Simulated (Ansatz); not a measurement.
# Magnetic states of nickel, dhcp

Level of theory: DFT, revPBE, plane waves (420 eV) with PAW, scalar-relativistic in Ansatz. (PAW data from PBE, frozen cores regenerated.)

Each start was relaxed and then solved on a dense mesh, with Fermi-Dirac smearing of 0.05 eV (0.1 eV in a metal without spin) extrapolated to zero. Rows within 2 meV/atom of each other tie.

Problem. Where does each start end, and how do the energies compare? Starts: ferromagnetic; antiferromagnetic (alternate layers); non-magnetic.

Solution. 
```json
{"start": "ferromagnetic", "ends": "ferromagnetic, net 0.66 μB per atom", "ΔE (meV/atom)": "0.0", "V (Å³/atom)": "11.15"}
{"start": "antiferromagnetic (alternate layers)", "ends": "ferromagnetic, net 0.66 μB per atom", "ΔE (meV/atom)": "0.0", "V (Å³/atom)": "11.15"}
{"start": "non-magnetic", "ends": "spin not included", "ΔE (meV/atom)": "55.2", "V (Å³/atom)": "11.10"}
```
